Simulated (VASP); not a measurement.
# Ge in VASP: single point with PBE+D3(BJ)

Aim: the single point of Ge with PBE+D3(BJ).

Program: VASP 6.6.1. These are calculated values, not measurements. Logs are shortened: lines on timing, memory, paths and dates and some standing lists are left out, and cuts for length are marked.

**1. The slab as given**

The cell holds a slab with vacuum, 2 atoms: a = 4.069 Å, b = 4.069 Å, c = 20.530 Å, α = 90.00°, β = 90.00°, γ = 120.00°.

The cell was built by a generator and needn't be a form met in nature.

**2. Single point, PBE+D3(BJ)**

INCAR reads:

```
PREC     = Accurate       # precision mode
ENCUT    = 520            # plane-wave cutoff, eV
EDIFF    = 1E-6           # SCF threshold, eV
ISMEAR   = 0              # smearing method
SIGMA    = 0.04           # smearing width, eV
LREAL    = F              # projectors in reciprocal space
LASPH    = T              # aspherical terms in the spheres
NELM     = 100            # most SCF steps
ALGO     = Fast           # electronic algorithm
ISIF     = 2              # what is computed and relaxed
LWAVE    = F              # write WAVECAR
LCHARG   = F              # write CHGCAR
LDIPOL   = T            
IDIPOL   = 3            
DIPOL    = 0.5 0.5 0.385
GGA      = PE             # functional
IVDW     = 12             # dispersion correction
NBANDS   = 21             # bands
```

KPOINTS reads:

```
regular mesh
0
Gamma
  12 12 1
```

POSCAR reads:

```
Ge
1.0
    4.0685005494      0.0000000000      0.0000000000
   -2.0342502747      3.5234248311      0.0000000000
    0.0000000000      0.0000000000     20.5300000000
Ge
2
Direct
    0.3333333333      0.6666666667      0.3677576700
    0.6666666667      0.3333333333      0.4022463517
```

Potentials or basis: VASP PAW PBE potentials, release 64 (Ge_d).

Launch:

```bash
cat potpaw_PBE.64/Ge_d/POTCAR > POTCAR
mpirun -np 1 vasp_std > vasp.out
```

OUTCAR:

```text
PREC = Accurate
   ENCUT = 520
   EDIFF = 1E-6
   ISMEAR = 0
   LREAL = F
   LASPH = T
   NELM = 100
   ISIF = 2
   GGA = PE
   IVDW = 12
 IVDW          = 12

 ion  position               nearest neighbor table
   1  0.333  0.667  0.368-   2 2.45   2 2.45   2 2.45
   2  0.667  0.333  0.402-   1 2.45   1 2.45   1 2.45

  LATTYP: Found a hexagonal cell.
 ALAT       =     4.0685005494
 C/A-ratio  =     5.0460850996

  Lattice vectors:

 A1 = (   4.0685005494,   0.0000000000,   0.0000000000)
 A2 = (  -2.0342502747,   3.5234248311,   0.0000000000)
 A3 = (   0.0000000000,   0.0000000000,  20.5300000000)

Analysis of symmetry for initial positions (statically):
=====================================================================
 Subroutine PRICEL returns:
 Original cell was already a primitive cell.

 Routine SETGRP: Setting up the symmetry group for a
 hexagonal supercell.

 Subroutine GETGRP returns: Found 12 space group operations
 (whereof  6 operations were pure point group operations)
 out of a pool of 24 trial point group operations.

The static configuration has the point symmetry C_3v.
 The point group associated with its full space group is D_3d.

Analysis of symmetry for dynamics (positions and initial velocities):
=====================================================================
 Subroutine PRICEL returns:
 Original cell was already a primitive cell.

 Routine SETGRP: Setting up the symmetry group for a
 hexagonal supercell.

 Subroutine GETGRP returns: Found 12 space group operations
 (whereof  6 operations were pure point group operations)
 out of a pool of 24 trial point group operations.

The dynamic configuration has the point symmetry C_3v.
 The point group associated with its full space group is D_3d.

 Subroutine INISYM returns: Found 12 space group operations
 (whereof  6 operations are pure point group operations),
 and found     1 'primitive' translations

----------------------------------------------------------------------------------------

                                     Primitive cell

  volume of cell :     294.2987

  direct lattice vectors                    reciprocal lattice vectors
     4.068500549  0.000000000  0.000000000     0.245790799  0.141907384  0.000000000
    -2.034250275  3.523424831  0.000000000     0.000000000  0.283814768  0.000000000
     0.000000000  0.000000000 20.530000000     0.000000000  0.000000000  0.048709206

  length of vectors
     4.068500549  4.068500549 20.530000000     0.283814768  0.283814768  0.048709206

  position of ions in fractional coordinates (direct lattice)
     0.333333333  0.666666667  0.367757670
     0.666666667  0.333333333  0.402246352

  ion indices of the primitive-cell ions
   primitive index   ion index
                 1           1
                 2           2

----------------------------------------------------------------------------------------

 KPOINTS: regular mesh

Automatic generation of k-mesh.
 Grid dimensions read from file:
 generate k-points for:   12   12    1

 Generating k-lattice:

  Cartesian coordinates                     Fractional coordinates (reciprocal lattice)
     0.020482567  0.011825615  0.000000000     0.083333333  0.000000000  0.000000000
     0.000000000  0.023651231  0.000000000     0.000000000  0.083333333  0.000000000
     0.000000000  0.000000000  0.048709206     0.000000000  0.000000000  1.000000000

  Length of vectors
     0.023651231  0.023651231  0.048709206

  Shift w.r.t. Gamma in fractional coordinates (k-lattice)
     0.000000000  0.000000000  0.000000000

 Subroutine IBZKPT returns following result:
 ===========================================

 Found     19 irreducible k-points:

 Following reciprocal coordinates:
            Coordinates               Weight
  0.000000  0.000000  0.000000      1.000000
  0.083333  0.000000  0.000000      6.000000
  0.166667  0.000000  0.000000      6.000000
  0.250000  0.000000  0.000000      6.000000
  0.333333 -0.000000  0.000000      6.000000
  0.416667 -0.000000  0.000000      6.000000
[... 11 lines left out ...]
  0.333333  0.250000  0.000000     12.000000
  0.333333  0.333333  0.000000      2.000000
   k-points           NKPTS =     19   k-points in BZ     NKDIM =     19   number of bands    NBANDS=     21
   number of dos      NEDOS =    301   number of ions     NIONS =      2
   total plane-waves  NPLWV = 144000
   dimension x,y,z NGX =    30 NGY =   30 NGZ =  160
   dimension x,y,z NGXF=    60 NGYF=   60 NGZF=  320
   ions per type =               2
   NGX,Y,Z   is equivalent  to a cutoff of  12.26, 12.26, 12.96 a.u.
   NGXF,Y,Z  is equivalent  to a cutoff of  24.52, 24.52, 25.91 a.u.
 SYSTEM =  unknown system
   PREC   = accura    normal or accurate (medium, high low for compatibility)
   ISTART =      0    job   : 0-new  1-cont  2-samecut
   ICHARG =      2    charge: 1-file 2-atom 10-const
   ISPIN  =      1    spin polarized calculation?
   LNONCOLLINEAR =      F non collinear calculations
   LSORBIT =      F    spin-orbit coupling
   LASPH  =      T    aspherical Exc in radial PAW
   ENCUT  =  520.0 eV  38.22 Ry    6.18 a.u.   7.56  7.56 38.17*2*pi/ulx,y,z
   NELM   =    100;   NELMIN=  2; NELMDL= -5     # of ELM steps
   EDIFF  = 0.1E-05   stopping-criterion for ELM
   LREAL  =      F    real-space projection
   EDIFFG = 0.1E-04   stopping-criterion for IOM
   NSW    =      0    number of steps for IOM
   IBRION =     -1    ionic relax: 0-MD 1-quasi-New 2-CG
   NFREE  =      0    steps in history (QN), initial steepest desc. (CG)
   ISIF   =      2    stress and relaxation
   ISYM   =      2    0-nonsym 1-usesym 2-fastsym
   POTIM  = 0.5000    time-step for ionic-motion
   TEBEG  =    0.0;   TEEND  =   0.0 temperature during run
   PSTRESS=    0.0 pullay stress
   NELECT =      28.0000    total number of electrons
   NUPDOWN=      -1.0000    fix difference up-down
   EMIN   =  10.00;   EMAX   =-10.00  energy-range for DOS
   EFERMI =   0.00;   METHOD = LEGACY
   ISMEAR =     0;   SIGMA  =   0.04  broadening in eV -4-tet -1-fermi 0-gaus
   EFERMI_NEDOS =   21; number of points for ismear=-14 and -15
   IALGO  =     68    algorithm
   IMIX   =      4    mixing-type and parameters
     AMIX     =   0.40;   BMIX     =  1.00
     AMIX_MAG =   1.60;   BMIX_MAG =  1.00
  volume/ion in A,a.u.               =     147.15       993.01
  Fermi-wavevector in a.u.,A,eV,Ry     =   0.747363  1.412311  7.599547  0.558551
  Thomas-Fermi vector in A             =   1.843400
   LORBIT       =      0    0 simple, 1 ext, 2 COOP (PROOUT), +10 PAW based schemes
   GGA     = PE    functional components
   LHFCALC =     F    Hartree Fock is set to
   AEXX    =    0.0000 exact exchange contribution
   IVDW    =    12    specifies the selected vdW correction
   LEPSILON=     F    determine dielectric tensor
   LRPA    =     F    only Hartree local field effects (RPA)
 non-spin polarized calculation
 RMM-DIIS sequential band-by-band and
 Gauss-broadening in eV      SIGMA  =   0.04
  energy-cutoff  :      520.00
  volume of cell :      294.30
 maximum number of plane-waves:      7979
   NGX = 15   NGY = 15   NGZ = 77

 dipolmoment           0.000000      0.000000      0.000004 electrons x Angstroem

 number of electron      27.9999981 magnetization

 dipolmoment           0.000000      0.000000     -0.000001 electrons x Angstroem

 Free energy of the ion-electron system (eV)
  ---------------------------------------------------
  ext. energy  EPLUGINS =         0.00000000
  ---------------------------------------------------
  free energy    TOTEN  =        -8.07293912 eV

  energy without entropy =       -8.07231224  energy(sigma->0) =       -8.07262568

 E-fermi :  -3.0683     XC(G=0):  -2.2260

 val. band max:       -3.0683456791   @ k =   0.3333   0.3333   0.0000
 cond. band min:      -3.0683456178   @ k =   0.3333   0.3333   0.0000
 fundamental gap:      0.0000000614
 Fermi energy:        -3.0683456484

 k-point     1 :       0.0000    0.0000    0.0000
  band No.  band energies     occupation
      1     -27.5426      2.00000
      2     -27.5426      2.00000
      3     -27.4972      2.00000
      4     -27.4965      2.00000
      5     -27.4965      2.00000
      6     -27.4405      2.00000
[... 13 lines left out ...]
     20       1.3972      0.00000
     21       2.1127      0.00000

 k-point     2 :       0.0833    0.0000    0.0000
  band No.  band energies     occupation
      1     -27.5462      2.00000
      2     -27.5448      2.00000
      3     -27.5067      2.00000
      4     -27.4931      2.00000
      5     -27.4849      2.00000
      6     -27.4361      2.00000
[... 13 lines left out ...]
     20       1.4726      0.00000
     21       2.1484      0.00000

 k-point     3 :       0.1667    0.0000    0.0000
  band No.  band energies     occupation
      1     -27.5532      2.00000
      2     -27.5494      2.00000
      3     -27.5156      2.00000
      4     -27.4854      2.00000
      5     -27.4729      2.00000
      6     -27.4237      2.00000
[... 13 lines left out ...]
     20       1.7755      0.00000
     21       2.2408      0.00000
[... 337 lines left out ...]
 k-point    18 :       0.3333    0.2500    0.0000
  band No.  band energies     occupation
      1     -27.5747      2.00000
      2     -27.5526      2.00000
      3     -27.5481      2.00000
      4     -27.4607      2.00000
      5     -27.4159      2.00000
      6     -27.3965      2.00000
[... 13 lines left out ...]
     20       3.9727      0.00000
     21       4.3675      0.00000

 k-point    19 :       0.3333    0.3333    0.0000
  band No.  band energies     occupation
      1     -27.5770      2.00000
      2     -27.5507      2.00000
      3     -27.5507      2.00000
      4     -27.4585      2.00000
      5     -27.4028      2.00000
      6     -27.3982      2.00000
[... 13 lines left out ...]
     20       3.7659      0.00000
     21       3.9503      0.00000

------------------------ aborting loop because EDIFF is reached ----------------------------------------

 vacuum level on the upper side and lower side of the slab       (xc-potential included)        -0.171        -0.171

 Edisp (eV)   -0.30150

 E8    (eV) :    -0.1441

  FORCE on cell =-STRESS in cart. coord.  units (eV):
  Direction    XX          YY          ZZ          XY          YZ          ZX
  --------------------------------------------------------------------------------------
  -------------------------------------------------------------------------------------
  Total      -0.74963    -0.74963    -0.11303    -0.00000     0.00000     0.00000
  in kB      -4.08103    -4.08103    -0.61534    -0.00000     0.00000     0.00000
  external pressure =       -2.93 kB  Pullay stress =        0.00 kB

 VOLUME and BASIS-vectors are now :
 -----------------------------------------------------------------------------
  energy-cutoff  :      520.00
  volume of cell :      294.30
      direct lattice vectors                 reciprocal lattice vectors
     4.068500549  0.000000000  0.000000000     0.245790799  0.141907384  0.000000000
    -2.034250275  3.523424831  0.000000000     0.000000000  0.283814768  0.000000000
     0.000000000  0.000000000 20.530000000     0.000000000  0.000000000  0.048709206

 POSITION                                       TOTAL-FORCE (eV/Angst)
 -----------------------------------------------------------------------------------
     -0.00000      2.34895      7.55006        -0.000000      0.000000      0.143351
      2.03425      1.17447      8.25812         0.000000     -0.000000     -0.143351
 -----------------------------------------------------------------------------------
    total drift:                                0.000000      0.000000      0.000256

  FREE ENERGIE OF THE ION-ELECTRON SYSTEM (eV)
  ---------------------------------------------------
  free  energy   TOTEN  =        -8.3744361151 eV

  energy  without entropy=       -8.3738092378  energy(sigma->0) =       -8.37412268

 vacuum level on the upper side and lower side of the slab         1.307         1.307
```

It took 3.9 min on 1 thread of Intel Xeon Platinum 8259CL at 2.50GHz (Skylake/Cascade Lake), shared host; peak memory 0.39 GiB.

Results:

| Item | Value |
| --- | --- |
| Free energy | -8.3744 eV |
| Largest force | 0.143 eV/Å |
| Band gap on the k mesh | none (metal or under the smearing width) |
| Dispersion energy per atom | -0.151 eV |

Forces in eV/Å, atoms in the order of the input:
```
Ge   0.000  0.000  0.143
Ge   0.000  0.000 -0.143
```
